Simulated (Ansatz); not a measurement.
Here is an Ansatz 0.2.0 calculation.

Contents of input.yaml:

```yaml
crystal:
  lattice:
    - [0.0, 2.8338, 2.8338]
    - [2.8338, 0.0, 2.8338]
    - [2.8338, 2.8338, 0.0]
  atoms:
    - { symbol: Se, position: [0.75, 0.75, 0.75] }
    - { symbol: Zn, position: [0.0, 0.0, 0.0] }
kpoints:
  mp_grid: { grid: [8, 8, 8] }
scf:
  occupations: { method: gaussian, width: 0.05 }
hamiltonian:
  xc: pbe
  pseudopotentials: { kind: all_electron, lapw: { basis_error: 0.001 } }
output:
  forces: true
  stress: true
  eigenvalues: true
```

Potentials or basis: all-electron LAPW, scalar-relativistic.

Run with:

```bash
$ ansatz run input.yaml --threads 1 --pin off --max-ram 3072MiB --backend cpu --events-out ev --progress --plain --runs-dir out
```

Estimate the band gap on the k mesh.

1.29 eV, direct.

What does it give for the pressure?

2.1 GPa.

**Experimental background.**

“Alloy Disordering Effects on the Thermal Conductivity and Energy Gap Temperature Dependence of Cd1−xZnxSe Ternary Crystals Grown by the Bridgman Method”, 2023, pmc:10253836 reports, for a bulk crystal of ZnSe at 300 K: band gap 2.695 ± 0.003 eV (an exciton energy, a little under the gap).

A measured gap of ZnSe is 2.695 eV (an exciton energy, a little under the gap; 300 K; “Alloy Disordering Effects on the Thermal Conductivity and Energy Gap Temperature Dependence of Cd1−xZnxSe Ternary Crystals Grown by the Bridgman Method”, 2023, pmc:10253836); the calculated 1.29 eV misses it by -1.40 eV. So large a miss can be the level of theory's own, or it may mean another phase, state or a wrong row. Spin-orbit coupling on Se is left out. The value is that of PBE, without temperature or zero-point motion. Semilocal functionals fall short of measured gaps as a rule.
